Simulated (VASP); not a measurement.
# Re (P6_3/mmc) in VASP: equation of state, part 2 of 2

VASP 6.6.1.

## (6) Equation of state, PBE, 15.30 Å³/atom (volume scaled by 1.04)

INCAR

```
  ALGO = Normal
  EDIFF = 1E-7
  ENCUT = 520
  GGA = PE
  ISIF = 2
  ISMEAR = -1
  LASPH = True
  LCHARG = False
  LREAL = False
  LWAVE = False
  NBANDS = 14
  NELM = 80
  PREC = Accurate
  SIGMA = 0.05
```

KPOINTS

```
k-points
0
Gamma
  11 11 6
```

POSCAR

```
Re
1.0
    2.7971304821      0.0000000000      0.0000000000
   -1.3985652410      2.4223860552      0.0000000000
    0.0000000000      0.0000000000      4.5168672541
Re
2
Direct
    0.6666666667      0.3333333333      0.7500000000
    0.3333333333      0.6666666667      0.2500000000
```

Potentials or basis: VASP PAW PBE potentials, release 64 (Re).

Launch:

```bash
cat potpaw_PBE.64/Re/POTCAR > POTCAR
mpirun -np 1 vasp_std > vasp.out
```

OUTCAR:

```text
EDIFF = 1E-7
   ENCUT = 520
   GGA = PE
   ISIF = 2
   ISMEAR = -1
   LASPH = True
   LREAL = False
   NELM = 80
   PREC = Accurate

 ion  position               nearest neighbor table
   1  0.667  0.333  0.750-   2 2.78   2 2.78   2 2.78   2 2.78   2 2.78   2 2.78
   2  0.333  0.667  0.250-   1 2.78   1 2.78   1 2.78   1 2.78   1 2.78   1 2.78

  LATTYP: Found a hexagonal cell.
 ALAT       =     2.7971304821
 C/A-ratio  =     1.6148217908

  Lattice vectors:

 A1 = (   2.7971304821,   0.0000000000,   0.0000000000)
 A2 = (  -1.3985652410,   2.4223860552,   0.0000000000)
 A3 = (   0.0000000000,   0.0000000000,   4.5168672541)

Analysis of symmetry for initial positions (statically):
=====================================================================
 Subroutine PRICEL returns:
 Original cell was already a primitive cell.

 Routine SETGRP: Setting up the symmetry group for a
 hexagonal supercell.

 Subroutine GETGRP returns: Found 24 space group operations
 (whereof 12 operations were pure point group operations)
 out of a pool of 24 trial point group operations.

The static configuration has the point symmetry D_3d.
 The point group associated with its full space group is D_6h.

Analysis of symmetry for dynamics (positions and initial velocities):
=====================================================================
 Subroutine PRICEL returns:
 Original cell was already a primitive cell.

 Routine SETGRP: Setting up the symmetry group for a
 hexagonal supercell.

 Subroutine GETGRP returns: Found 24 space group operations
 (whereof 12 operations were pure point group operations)
 out of a pool of 24 trial point group operations.

The dynamic configuration has the point symmetry D_3d.
 The point group associated with its full space group is D_6h.

 Subroutine INISYM returns: Found 24 space group operations
 (whereof 12 operations are pure point group operations),
 and found     1 'primitive' translations

----------------------------------------------------------------------------------------

                                     Primitive cell

  volume of cell :      30.6051

  direct lattice vectors                    reciprocal lattice vectors
     2.797130482  0.000000000  0.000000000     0.357509243  0.206408057  0.000000000
    -1.398565241  2.422386055  0.000000000     0.000000000  0.412816115  0.000000000
     0.000000000  0.000000000  4.516867254     0.000000000  0.000000000  0.221392382

  length of vectors
     2.797130482  2.797130482  4.516867254     0.412816115  0.412816115  0.221392382

  position of ions in fractional coordinates (direct lattice)
     0.666666667  0.333333333  0.750000000
     0.333333333  0.666666667  0.250000000

  ion indices of the primitive-cell ions
   primitive index   ion index
                 1           1
                 2           2

----------------------------------------------------------------------------------------

 KPOINTS: k-points

Automatic generation of k-mesh.
 Grid dimensions read from file:
 generate k-points for:   11   11    6

 Generating k-lattice:

  Cartesian coordinates                     Fractional coordinates (reciprocal lattice)
[... 68 lines left out ...]
   k-points           NKPTS =     64   k-points in BZ     NKDIM =     64   number of bands    NBANDS=     14
   number of dos      NEDOS =    301   number of ions     NIONS =      2
   total plane-waves  NPLWV =  20736
   dimension x,y,z NGX =    24 NGY =   24 NGZ =   36
   dimension x,y,z NGXF=    48 NGYF=   48 NGZF=   72
   ions per type =               2
   NGX,Y,Z   is equivalent  to a cutoff of  14.26, 14.26, 13.25 a.u.
   NGXF,Y,Z  is equivalent  to a cutoff of  28.53, 28.53, 26.50 a.u.
 SYSTEM =  unknown system
   PREC   = accura    normal or accurate (medium, high low for compatibility)
   ISTART =      0    job   : 0-new  1-cont  2-samecut
   ICHARG =      2    charge: 1-file 2-atom 10-const
   ISPIN  =      1    spin polarized calculation?
   LNONCOLLINEAR =      F non collinear calculations
   LSORBIT =      F    spin-orbit coupling
   LASPH  =      T    aspherical Exc in radial PAW
   ENCUT  =  520.0 eV  38.22 Ry    6.18 a.u.   5.20  5.20  8.40*2*pi/ulx,y,z
   NELM   =     80;   NELMIN=  2; NELMDL= -5     # of ELM steps
   EDIFF  = 0.1E-06   stopping-criterion for ELM
   LREAL  =      F    real-space projection
   EDIFFG = 0.1E-05   stopping-criterion for IOM
   NSW    =      0    number of steps for IOM
   IBRION =     -1    ionic relax: 0-MD 1-quasi-New 2-CG
   NFREE  =      0    steps in history (QN), initial steepest desc. (CG)
   ISIF   =      2    stress and relaxation
   ISYM   =      2    0-nonsym 1-usesym 2-fastsym
   POTIM  = 0.5000    time-step for ionic-motion
   TEBEG  =    0.0;   TEEND  =   0.0 temperature during run
   PSTRESS=    0.0 pullay stress
   NELECT =      14.0000    total number of electrons
   NUPDOWN=      -1.0000    fix difference up-down
   EMIN   =  10.00;   EMAX   =-10.00  energy-range for DOS
   EFERMI =   0.00;   METHOD = LEGACY
   ISMEAR =    -1;   SIGMA  =   0.05  broadening in eV -4-tet -1-fermi 0-gaus
   EFERMI_NEDOS =   21; number of points for ismear=-14 and -15
   IALGO  =     38    algorithm
   IMIX   =      4    mixing-type and parameters
     AMIX     =   0.40;   BMIX     =  1.00
     AMIX_MAG =   1.60;   BMIX_MAG =  1.00
  volume/ion in A,a.u.               =      15.30       103.27
  Fermi-wavevector in a.u.,A,eV,Ry     =   1.261401  2.383702 21.648659  1.591132
  Thomas-Fermi vector in A             =   2.394862
   LORBIT       =      0    0 simple, 1 ext, 2 COOP (PROOUT), +10 PAW based schemes
   GGA     = PE    functional components
   LHFCALC =     F    Hartree Fock is set to
   AEXX    =    0.0000 exact exchange contribution
   IVDW    =     0    specifies the selected vdW correction
   LEPSILON=     F    determine dielectric tensor
   LRPA    =     F    only Hartree local field effects (RPA)
 non-spin polarized calculation
  energy-cutoff  :      520.00
  volume of cell :       30.61
 maximum number of plane-waves:       839
 NGX is ok and might be reduce to    24
   NGX = 11   NGY = 11   NGZ = 17

 number of electron      14.0000000 magnetization

 Free energy of the ion-electron system (eV)
  ---------------------------------------------------
  ext. energy  EPLUGINS =         0.00000000
  ---------------------------------------------------
  free energy    TOTEN  =       -24.83382948 eV

  energy without entropy =      -24.81835693  energy(sigma->0) =      -24.82609321

 E-fermi :   7.4110     XC(G=0): -13.5151

 val. band max:        7.4086153756   @ k =   0.1818  -0.0000   0.1667
 cond. band min:       7.4488034457   @ k =   0.3636   0.1818   0.3333
 fundamental gap:      0.0401880702
 Fermi energy:         7.4109523578

 k-point     1 :       0.0000    0.0000    0.0000
  band No.  band energies     occupation
      1      -2.1873      2.00000
      2       1.0690      2.00000
      3       5.9234      2.00000
      4       5.9281      2.00000
      5       5.9281      2.00000
      6       6.7125      2.00000
      7       6.7125      2.00000
      8       7.5897      0.05453
      9       7.5897      0.05453
     10       7.9521      0.00004
     11      10.5905      0.00000
     12      10.5905      0.00000
     13      16.9061      0.00000
     14      21.5015      0.00000
[... 649 lines left out ...]
      1       0.6835      2.00000
      2       2.5600      2.00000
      3       3.6115      2.00000
      4       4.5534      2.00000
      5       5.1064      2.00000
      6       6.0327      2.00000
      7       6.7398      2.00000
      8       7.6164      0.03229
      9       8.9860      0.00000
     10       9.2744      0.00000
     11      10.4715      0.00000
     12      12.1054      0.00000
     13      20.0313      0.00000
     14      23.3242      0.00000

 [... further k-points ...]

------------------------ aborting loop because EDIFF is reached ----------------------------------------

  FORCE on cell =-STRESS in cart. coord.  units (eV):
  Direction    XX          YY          ZZ          XY          YZ          ZX
  --------------------------------------------------------------------------------------
  -------------------------------------------------------------------------------------
  Total       -1.6658658     -1.6658658     -1.6418460     -0.0000000      0.0000000     -0.0000000
  in kB      -87.2081730    -87.2081730    -85.9507347     -0.0000000      0.0000000     -0.0000000
  external PRESSURE =     -86.7890269 kB  Pullay stress =       0.0000000 kB

 VOLUME and BASIS-vectors are now :
 -----------------------------------------------------------------------------
  energy-cutoff  :      520.00
  volume of cell :       30.61
      direct lattice vectors                 reciprocal lattice vectors
     2.797130482  0.000000000  0.000000000     0.357509243  0.206408057  0.000000000
    -1.398565241  2.422386055  0.000000000     0.000000000  0.412816115  0.000000000
     0.000000000  0.000000000  4.516867254     0.000000000  0.000000000  0.221392382

 POSITION                                       TOTAL-FORCE (eV/Angst)
 -----------------------------------------------------------------------------------
      1.39857      0.80746      3.38765        -0.000000      0.000000      0.000000
     -0.00000      1.61492      1.12922         0.000000     -0.000000      0.000000
 -----------------------------------------------------------------------------------
    total drift:                               -0.000000      0.000000     -0.000000

  FREE ENERGIE OF THE ION-ELECTRON SYSTEM (eV)
  ---------------------------------------------------
  free  energy   TOTEN  =       -24.8338294778 eV

  energy  without entropy=      -24.8183569348  energy(sigma->0) =      -24.82609321
```

stdout:

```text
POSCAR found type information on POSCAR Re
 POSCAR found :  1 types and       2 ions
 scaLAPACK will be used
 LDA part: xc-table for (Slater+PW92), standard interpolation
 POSCAR, INCAR and KPOINTS ok, starting setup
 FFT: planning ... GRIDC
 FFT: planning ... GRID_SOFT
 FFT: planning ... GRID
 WAVECAR not read
 entering main loop
```

Run time: 12 s. Hardware: 1 thread of Intel Xeon 6975P-C (Granite Rapids), shared host; peak memory 0.16 GiB.

What came out:

- Free energy: -24.8338 eV
- Pressure: -8.7 GPa
- Band gap on the k mesh: none (metal or under the smearing width)

## (7) Equation of state, PBE, 15.60 Å³/atom (volume scaled by 1.06)

INCAR

```
PREC = Accurate ; ENCUT = 520
EDIFF = 1E-7 ; ISMEAR = -1
SIGMA = 0.05 ; LREAL = False
LASPH = True ; NELM = 100
ALGO = Normal ; ISIF = 2
LWAVE = False ; LCHARG = False
GGA = PE ; NBANDS = 14
```

KPOINTS

```
Automatic mesh
0
Gamma
  11 11 6
```

POSCAR

```
Re
1.0
    2.8149470801      0.0000000000      0.0000000000
   -1.4074735401      2.4378156817      0.0000000000
    0.0000000000      0.0000000000      4.5456378849
Re
2
Direct
    0.6666666667      0.3333333333      0.7500000000
    0.3333333333      0.6666666667      0.2500000000
```

Launch:

```bash
cat potpaw_PBE.64/Re/POTCAR > POTCAR
mpirun -np 1 vasp_std > vasp.out
```

Run time: 12 s. Hardware: 1 thread of Intel Xeon 6975P-C (Granite Rapids), shared host; peak memory 0.16 GiB.

The run converged. Its results:

| Property | Result |
| --- | --- |
| Free energy | -24.7912 eV |
| Pressure | -14.7 GPa |
| Band gap on the k mesh | none (metal or under the smearing width) |

## (8) Equation of state, PBE

Potentials or basis: VASP PAW PBE potentials, release 64 (Re).

No new run: the results of the series are fitted here.

Results:

```yaml
Equilibrium_volume: 14.93 Å³/atom
Bulk_modulus_at_fixed_shape_and_positions: 371 GPa
Pressure_derivative_of_the_bulk_modulus: 4.5
```

Energy against volume, from the lowest point:
```
volume (Å³/atom)  energy (meV/atom)
          13.831             108.15
          14.125              55.78
          14.420              21.51
          14.714               3.46
          15.008               0.00
          15.303               9.61
          15.597              30.93
```

Caveat: the cell was scaled at fixed shape and fractional positions, which overstates the stiffness of a crystal with free parameters, most of all of layers and chains. Spin-orbit coupling is left out, which matters for the levels of Re.
